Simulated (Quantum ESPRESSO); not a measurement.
# MoSe4 in Quantum ESPRESSO: work function with PBE

Aim: the work function of MoSe4 with PBE.

All numbers are computed with Quantum ESPRESSO 7.5; they aren't measurements. Logs are shortened: lines on timing, memory, paths and dates and some standing lists are left out, and cuts for length are marked.

**1. Starting point**

The cell holds a slab with vacuum, 5 atoms: a = 3.320 Å, b = 3.320 Å, c = 46.875 Å, α = 90.00°, β = 90.00°, γ = 120.00°.

**2. Work function, PBE**

Input file pw.in:

```
&CONTROL
  calculation = 'scf'
  prefix = 'pwscf'
  outdir = './tmp'
  pseudo_dir = './pseudo'
  tprnfor = .true.
  disk_io = 'low'
/
&SYSTEM
  ibrav = 0
  celldm(1) = 8
  nat = 5
  ntyp = 2
  ecutwfc = 86
  nbnd = 51
  occupations = 'smearing'
  smearing = 'fd'
  degauss = 0.00367493
/
&ELECTRONS
  conv_thr = 5d-09
  electron_maxstep = 150
  mixing_beta = 0.3
  mixing_mode = 'local-TF'
/
ATOMIC_SPECIES
Se    78.9710 Se.upf
Mo    95.9500 Mo.upf
CELL_PARAMETERS alat
  0.7843225431097   0.0000000000000   0.0000000000000
 -0.3921612715456   0.6792432471021   0.0000000000000
  0.0000000000000   0.0000000000000  11.0725943830066
ATOMIC_POSITIONS crystal
Se     0.3333333300    0.6666666600    0.1600002836
Se     0.3333333300    0.6666666600    0.4647189922
Mo     0.0000000000    0.0000000000    0.5000000000
Se     0.3333333300    0.6666666600    0.5352810078
Se     0.3333333300    0.6666666600    0.8399997164
K_POINTS automatic
9 9 1 0 0 0
```

Input file pp_density.in:

```
&INPUTPP
  prefix = 'pwscf'
  outdir = './tmp'
  filplot = 'density.dat'
  plot_num = 0
/
&PLOT
  nfile = 1
  filepp(1) = 'density.dat'
  iflag = 3
  output_format = 6
  fileout = 'density.cube'
/
```

Input file pp_potential.in:

```
&INPUTPP
  prefix = 'pwscf'
  outdir = './tmp'
  filplot = 'potential.dat'
  plot_num = 11
/
&PLOT
  nfile = 1
  filepp(1) = 'potential.dat'
  iflag = 3
  output_format = 6
  fileout = 'potential.cube'
/
```

Input file pp_elf.in:

```
&INPUTPP
  prefix = 'pwscf'
  outdir = './tmp'
  filplot = 'elf.dat'
  plot_num = 8
/
&PLOT
  nfile = 1
  filepp(1) = 'elf.dat'
  iflag = 3
  output_format = 6
  fileout = 'elf.cube'
/
```

Potentials or basis: PseudoDojo 0.4.1 SR PBE standard.

On the command line:

```sh
OMP_NUM_THREADS=1 pw.x -in pw.in > pw.out
OMP_NUM_THREADS=1 pp.x -in pp_density.in > pp_density.out
OMP_NUM_THREADS=1 pp.x -in pp_potential.in > pp_potential.out
OMP_NUM_THREADS=1 pp.x -in pp_elf.in > pp_elf.out
```

pw.out:

```text
This program is part of the open-source Quantum ESPRESSO suite
     for quantum simulation of materials; please cite
[... 9 lines left out ...]
     --------------------
     sticks:   dense  smooth     PW     G-vecs:    dense   smooth      PW
     Sum         931     931    265               325525   325525   49937

     Using Slab Decomposition

     bravais-lattice index     =            0
     lattice parameter (alat)  =       8.0000  a.u.
     unit-cell volume          =    3020.2256 (a.u.)^3
     number of atoms/cell      =            5
     number of atomic types    =            2
     number of electrons       =        78.00
     number of Kohn-Sham states=           51
     kinetic-energy cutoff     =      86.0000  Ry
     charge density cutoff     =     344.0000  Ry
     scf convergence threshold =      5.0E-09
     mixing beta               =       0.3000
     number of iterations used =            8  local-TF  mixing
     Exchange-correlation= PBE
                           (   1   4   3   4   0   0   0)

     celldm(1)=   8.000000  celldm(2)=   0.000000  celldm(3)=   0.000000
     celldm(4)=   0.000000  celldm(5)=   0.000000  celldm(6)=   0.000000

     crystal axes: (cart. coord. in units of alat)
               a(1) = (   0.784323   0.000000   0.000000 )
               a(2) = (  -0.392161   0.679243   0.000000 )
               a(3) = (   0.000000   0.000000  11.072594 )

     reciprocal axes: (cart. coord. in units 2 pi/alat)
               b(1) = (  1.274986  0.736113 -0.000000 )
               b(2) = (  0.000000  1.472227  0.000000 )
               b(3) = (  0.000000 -0.000000  0.090313 )

     PseudoPot. # 1 for Se read from file:
     Se.upf
     Pseudo is Norm-conserving + core correction, Zval = 16.0
     Generated using ONCVPSP code by D. R. Hamann
     Using radial grid of 1214 points,  6 beta functions with:
                l(1) =   0
                l(2) =   0
                l(3) =   1
                l(4) =   1
                l(5) =   2
                l(6) =   2

     PseudoPot. # 2 for Mo read from file:
     Mo.upf
     Pseudo is Norm-conserving + core correction, Zval = 14.0
     Generated using ONCVPSP code by D. R. Hamann
     Using radial grid of 1640 points,  6 beta functions with:
                l(1) =   0
                l(2) =   0
                l(3) =   1
                l(4) =   1
                l(5) =   2
                l(6) =   2

     atomic species   valence    mass     pseudopotential
     Se               16.00    78.97100     Se( 1.00)
     Mo               14.00    95.95000     Mo( 1.00)

     12 Sym. Ops. (no inversion) found

   Cartesian axes

     site n.     atom                  positions (alat units)
         1        Se     tau(   1) = (   0.0000000   0.4528288   1.7716182  )
         2        Se     tau(   2) = (   0.0000000   0.4528288   5.1456449  )
         3        Mo     tau(   3) = (   0.0000000   0.0000000   5.5362972  )
         4        Se     tau(   4) = (   0.0000000   0.4528288   5.9269495  )
         5        Se     tau(   5) = (   0.0000000   0.4528288   9.3009761  )

     number of k points=    12  Fermi-Dirac smearing, width (Ry)=  0.0037
                       cart. coord. in units 2pi/alat
        k(    1) = (   0.0000000   0.0000000   0.0000000), wk =   0.0246914
        k(    2) = (   0.0000000   0.1635807   0.0000000), wk =   0.1481481
        k(    3) = (   0.0000000   0.3271615   0.0000000), wk =   0.1481481
        k(    4) = (   0.0000000   0.4907422   0.0000000), wk =   0.1481481
        k(    5) = (   0.0000000   0.6543229   0.0000000), wk =   0.1481481
        k(    6) = (   0.1416651   0.2453711   0.0000000), wk =   0.1481481
        k(    7) = (   0.1416651   0.4089518   0.0000000), wk =   0.2962963
        k(    8) = (   0.1416651   0.5725326   0.0000000), wk =   0.2962963
        k(    9) = (   0.1416651   0.7361133   0.0000000), wk =   0.1481481
        k(   10) = (   0.2833301   0.4907422   0.0000000), wk =   0.1481481
        k(   11) = (   0.2833301   0.6543229   0.0000000), wk =   0.2962963
        k(   12) = (   0.4249952   0.7361133   0.0000000), wk =   0.0493827

     Dense  grid:   325525 G-vectors     FFT dimensions: (  40,  40, 540)

     Initial potential from superposition of free atoms

     starting charge      77.9983, renormalised to      78.0000

     negative rho (up, down):  3.463E-05 0.000E+00
     Starting wfcs are   46 randomized atomic wfcs +    5 random wfcs

     Self-consistent Calculation

     iteration #  1     ecut=    86.00 Ry     beta= 0.30
     Davidson diagonalization with overlap
     ethr =  1.00E-02,  avg # of iterations =  8.3

     Threshold (ethr) on eigenvalues was too large:
     Diagonalizing with lowered threshold

     Davidson diagonalization with overlap
     ethr =  5.52E-04,  avg # of iterations =  5.2

     negative rho (up, down):  8.923E-04 0.000E+00

     total energy              =   -1110.42698625 Ry
     estimated scf accuracy    <       0.42952459 Ry

     iteration #  2     ecut=    86.00 Ry     beta= 0.30
     Davidson diagonalization with overlap
     ethr =  5.51E-04,  avg # of iterations =  1.0
[... 210 lines left out ...]
     total energy              =   -1110.40168216 Ry
     estimated scf accuracy    <       0.00000002 Ry

     iteration # 26     ecut=    86.00 Ry     beta= 0.30
     Davidson diagonalization with overlap
     ethr =  2.87E-11,  avg # of iterations =  1.0

     End of self-consistent calculation

          k = 0.0000 0.0000 0.0000 ( 40785 PWs)   bands (ev):

   -62.9188 -49.7740 -49.7740 -49.7740 -49.7740 -49.5155 -49.5155 -49.5151
   -49.5151 -49.5111 -49.5111 -49.5111 -49.5111 -49.4618 -49.4618 -49.4608
   -49.4608 -49.4419 -49.4395 -49.4262 -49.4262 -37.0604 -36.9037 -36.9037
   -16.2679 -15.2236 -14.7169 -14.7169  -7.4459  -4.2702  -4.2702  -3.8188
    -3.6915  -3.6915  -3.2738  -3.2738  -2.2617   0.0336   0.0336   0.0336
     0.0336   0.7746   0.7746   1.0329   1.0329   2.7917   3.1814   3.2731
     3.3011   3.8777   4.1187
[... 103 lines left out ...]
   -62.8953 -49.7721 -49.7721 -49.7721 -49.7721 -49.5136 -49.5129 -49.5128
   -49.5126 -49.5119 -49.5119 -49.5119 -49.5119 -49.4633 -49.4625 -49.4618
   -49.4613 -49.4399 -49.4373 -49.4241 -49.4241 -37.0876 -37.0555 -36.9999
   -14.3051 -14.1773 -13.0611 -13.0611  -7.0811  -6.5557  -6.0205  -5.4587
    -4.9644  -4.2327  -4.2327  -4.2327  -4.2327  -4.1230  -2.0822  -1.8486
    -1.8486  -0.6520   0.5853   1.0055   2.2963   4.4981   4.8346   6.6799
     6.6799   6.6800   6.9667

     the Fermi energy is    -2.0101 ev

!    total energy              =   -1110.40168214 Ry
     estimated scf accuracy    <          4.4E-10 Ry
     smearing contrib. (-TS)   =      -0.00397171 Ry
     internal energy E=F+TS    =   -1110.39771043 Ry

     The total energy is F=E-TS. E is the sum of the following terms:
     one-electron contribution =   -5994.62839998 Ry
     hartree contribution      =    2982.45279425 Ry
     xc contribution           =    -213.85117984 Ry
     ewald contribution        =    2115.62907515 Ry

     convergence has been achieved in  26 iterations

     Forces acting on atoms (cartesian axes, Ry/au):

     atom    1 type  1   force =     0.00000000   -0.00000000    0.00001841
     atom    2 type  1   force =     0.00000000   -0.00000000   -0.01052216
     atom    3 type  2   force =     0.00000000    0.00000000    0.00000000
     atom    4 type  1   force =     0.00000000    0.00000000    0.01052216
     atom    5 type  1   force =     0.00000000   -0.00000000   -0.00001841

     Total force =     0.014881     Total SCF correction =     0.000055

=------------------------------------------------------------------------------=
   JOB DONE.
=------------------------------------------------------------------------------=
```

pp_density.out:

```text
This program is part of the open-source Quantum ESPRESSO suite
     for quantum simulation of materials; please cite
         "P. Giannozzi et al., J. Phys.:Condens. Matter 21 395502 (2009);
         "P. Giannozzi et al., J. Phys.:Condens. Matter 29 465901 (2017);
         "P. Giannozzi et al., J. Chem. Phys. 152 154105 (2020);
     in publications or presentations arising from this work. More details at

     IMPORTANT: XC functional enforced from input :
     Exchange-correlation= PBE
                           (   1   4   3   4   0   0   0)
     Any further DFT definition will be discarded
     Please, verify this is what you really want

     G-vector sticks info
     --------------------
     sticks:   dense  smooth     PW     G-vecs:    dense   smooth      PW
     Sum         931     931    265               325525   325525   49937

     Using Slab Decomposition

     Calling punch_plot, plot_num =   0
     Writing data to file  density.dat
     Reading data from file  density.dat

     Writing data to be plotted to file density.cube
     Plot Type: 3D                     Output format: Gaussian cube

=------------------------------------------------------------------------------=
   JOB DONE.
=------------------------------------------------------------------------------=
```

Wall time 16 min (1 thread of Arm Neoverse V2, shared host); peak memory 0.91 GiB.

What came out:

- Free energy: -15107.7845 eV
- Largest force: 0.271 eV/Å
- Band gap on the k mesh: none (metal or under the smearing width)
- Work function of the upper face: 6.47 eV
- Work function of the lower face: 6.47 eV

Forces on the atoms (eV/Å):
```
Se   0.000  0.000  0.000
Se   0.000  0.000 -0.271
Mo   0.000  0.000  0.000
Se   0.000  0.000  0.271
Se   0.000  0.000  0.000
```

Levels at points of the mesh, in eV from the Fermi level:
```
           k point  band 35  band 36  band 37  band 38  band 39  band 40  band 41  band 42  band 43  band 44
(0.00, 0.00, 0.00)    -1.26    -1.26    -0.25     2.04     2.04     2.04     2.04     2.78     2.78     3.04
```
